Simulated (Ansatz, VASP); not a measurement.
Two plane-wave programs on ZnS

INCAR

```
SYSTEM = ZnS
ALGO     = Normal         ! electronic algorithm
EDIFF    = 1E-6           ! SCF threshold, eV
ENCUT    = 520            ! plane-wave cutoff, eV
GGA      = PS             ! functional
ISIF     = 2              ! what is computed and relaxed
ISMEAR   = 0              ! smearing method
LASPH    = .True.         ! aspherical terms in the spheres
LCHARG   = .False.        ! write CHGCAR
LREAL    = .False.        ! projectors in reciprocal space
LWAVE    = .False.        ! write WAVECAR
NBANDS   = 26             ! bands
NELM     = 100            ! most SCF steps
PREC     = Accurate       ! precision mode
SIGMA    = 0.01           ! smearing width, eV
```

The input KPOINTS:

```
k-points
0
Gamma
  9 9 4
  0 0 0
```

File POSCAR:

```
ZnS
1.0
    3.8230000000      0.0000000000      0.0000000000
   -1.9115000000      3.3108151187      0.0000000000
    0.0000000000      0.0000000000      6.2610000000
Zn S
2 2
Direct
    0.3333333333      0.6666666667      0.0001296848
    0.6666666667      0.3333333333      0.5001296848
    0.3333333333      0.6666666667      0.3748703152
    0.6666666667      0.3333333333      0.8748703152
```

Input for Ansatz:

```yaml
crystal:
  lattice:
    - [3.823, 0.0, 0.0]
    - [-1.9115, 3.3108151187, 0.0]
    - [0.0, 0.0, 6.261]
  atoms:
    - { symbol: Zn, position: [0.3333333333, 0.6666666667, 0.0001296848] }
    - { symbol: Zn, position: [0.6666666667, 0.3333333333, 0.5001296848] }
    - { symbol: S, position: [0.3333333333, 0.6666666667, 0.3748703152] }
    - { symbol: S, position: [0.6666666667, 0.3333333333, 0.8748703152] }
basis:
  ecutwfc: 420
kpoints:
  mp_grid: { grid: [9, 9, 4] }
  band_path:
    path:
      - [0.0, 0.0, 0.0]
      - [0.0, 0.0, 0.0]
      - [0.5, 0.0, 0.0]
      - [0.5, 0.0, 0.3585417557]
      - [0.3333333333, 0.3333333333, 0.0]
      - [0.0, 0.0, 0.5]
      - [0.0073013922, -0.0036506961, 0.0]
      - [-0.0073013922, 0.0036506961, 0.0]
      - [0.0, 0.0, 0.0119576292]
      - [0.0, 0.0, -0.0119576292]
      - [0.0073013922, -0.0036506961, 0.0]
      - [-0.0073013922, 0.0036506961, 0.0]
      - [0.0, 0.0, 0.0119576292]
      - [0.0, 0.0, -0.0119576292]
    npoints: 1
hamiltonian:
  xc: pbesol
  pseudopotentials: { kind: paw, azcp: { folder: soft_1 } }
scf:
  occupations: { method: fixed }
  n_extra_bands: 6
output:
  forces: true
  stress: true
  eigenvalues: true
```

Alike in both runs: task single point; functional PBEsol; k mesh 9 × 9 × 4; no spin polarisation.

```csv
,VASP,Ansatz
version,VASP 6.6.1,Ansatz 0.2.0
potentials or method,"VASP PAW PBE potentials, release 64 (Zn, S)","scalar-relativistic, plane waves, PAW"
plane-wave cutoff (eV),520,420
occupations,"gaussian, width 0.01 eV",fixed
valence electrons in the cell,36,36
```

Ansatz gave:

```
gap on the k mesh at the Fermi level (eV)       : 2.02
least direct gap on the mesh (eV)               : 2.02
pressure (GPa)                                  : -2.2
largest component of the traceless stress (GPa) : 0.08
```

**Question.** What did VASP give for the same quantities?

**Answer.** gap on the k mesh at the Fermi level (eV): 2.03; least direct gap on the mesh (eV): 2.03; pressure (GPa): -2.0; largest component of the traceless stress (GPa): 0.08.

Ansatz warned: «pseudo_functional_mismatch».

Caveats: the PAW data sets were made with another functional, which shifts forces and pressure a little (VASP).
